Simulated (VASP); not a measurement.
Set up this calculation in VASP 6.6.1, as the native input.

| Quantity | Value |
| --- | --- |
| Task | single point |
| Functional | PBEsol |
| Potentials or basis | VASP PAW PBE potentials, release 64 (Sr_sv, O) |
| Cutoff | 520 eV |
| k mesh | 3 × 3 × 2 |
| Occupations | gaussian, width 0.1 eV |
| Spin | no spin polarisation |
| Dipole correction | no |
| Further INCAR settings | ALGO = Normal; EDIFF = 1e-06; NBANDS = 24 |

The structure of SrO lies in POSCAR:

```
SrO
1.0
    4.2754662656      0.0000000000      0.0000000000
   -2.1377331328      3.7026623990      0.0000000000
    0.0000000000      0.0000000000      5.1555949900
Sr O
2 2
Direct
    0.3333333333      0.6666666667      0.9381277000
    0.6666666667      0.3333333333      0.4381277000
    0.3333333333      0.6666666667      0.4368723000
    0.6666666667      0.3333333333      0.9368723000
```

Measurements of this composition are mostly on another form, of space group No. 225.

These files were run (other wordings do the same):

INCAR

```
SYSTEM = SrO
PREC = Accurate ; ENCUT = 520
EDIFF = 1E-6 ; ISMEAR = 0
SIGMA = 0.1 ; LREAL = .FALSE.
LASPH = .TRUE. ; NELM = 100
ALGO = Normal ; ISIF = 2
LWAVE = .FALSE. ; LCHARG = .TRUE.
GGA = PS ; LELF = .TRUE.
LVHAR = .TRUE. ; NBANDS = 24
```

KPOINTS

```
Automatic mesh
0
G
  3 3 2
  0 0 0
```

Potentials or basis: VASP PAW PBE potentials, release 64 (Sr_sv, O).

Command:

```bash
$ cat potpaw_PBE.64/Sr_sv/POTCAR potpaw_PBE.64/O/POTCAR > POTCAR
$ mpirun -np 1 vasp_std > vasp.out
```

Results of the run:

| Item | Value |
| --- | --- |
| Pressure | -1.2 GPa |
| Largest force | 0.012 eV/Å |
| Band gap on the k mesh | 2.48 eV, direct |

Caveat: the k mesh is coarse (spacing up to 0.61 Å⁻¹), so the values aren't converged; the PAW data sets were made with another functional, which shifts forces and pressure a little.

It took 24 s on 1 thread of Intel(R) Xeon(R) Platinum 8375C CPU @ 2.90GHz (Ice Lake) (shared host), peak memory 0.19 GiB.
